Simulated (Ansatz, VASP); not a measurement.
**Two plane-wave programs on Al**

INCAR

```
PREC = Accurate
ENCUT = 520
EDIFF = 1E-6
ISMEAR = 0
SIGMA = 0.2
LREAL = F
LASPH = T
NELM = 100
ALGO = Normal
ISIF = 2
LWAVE = F
LCHARG = F
GGA = PS
NBANDS = 14
```

Contents of KPOINTS:

```
Automatic mesh
0
Gamma
  13 13 4
```

The input POSCAR:

```
Al
1.0
    2.8270770242      0.0000000000      0.0000000000
   -1.4135385121      2.4483205214      0.0000000000
    0.0000000000      0.0000000000      9.1859930700
Al
4
Direct
    0.6666666667      0.3333333333      0.7500000000
    0.0000000000      0.0000000000      0.5010886139
    0.3333333333      0.6666666667      0.2500000000
    0.0000000000      0.0000000000      0.0000000000
```

Input for Ansatz:

```yaml
crystal:
  lattice:
    - [2.8270770242, 0.0, 0.0]
    - [-1.4135385121, 2.4483205214, 0.0]
    - [0.0, 0.0, 9.18599307]
  atoms:
    - { symbol: Al, position: [0.6666666667, 0.3333333333, 0.75] }
    - { symbol: Al, position: [0.0, 0.0, 0.5010886139] }
    - { symbol: Al, position: [0.3333333333, 0.6666666667, 0.25] }
    - { symbol: Al, position: [0.0, 0.0, 0.0] }
hamiltonian:
  xc: pbesol
  pseudopotentials: { kind: paw }
kpoints:
  mp_grid: { grid: [13, 13, 4] }
scf:
  occupations: { method: gaussian, width: 0.2 }
  convergence: { dr2_threshold: 1.0e-11 }
basis:
  ecutwfc: 600
output:
  forces: true
```

This isn't the form of Al at room conditions, which is fcc.

Alike in both runs: task single point; functional PBEsol; k mesh 13 × 13 × 4; occupations gaussian, width 0.2 eV; no spin polarisation.

|  | VASP | Ansatz |
| --- | --- | --- |
| version | VASP 6.6.1 | Ansatz 0.2.0 |
| potentials or method | VASP PAW PBE potentials, release 64 (Al) | scalar-relativistic, plane waves, PAW |
| plane-wave cutoff (eV) | 520 | 600 |
| valence electrons in the cell | 12 | 12 |

```csv
,VASP,Ansatz,Ansatz less VASP
rms of the force components (eV/Å),0.021,0.021,-0.0001
```

Atom by atom the forces differ by 0.000 eV/Å (rms over components). The functional is the same, so the differences come from potentials, cutoffs and numerics.

Caveats: the PAW data sets were made with another functional, which shifts forces and pressure a little (VASP).
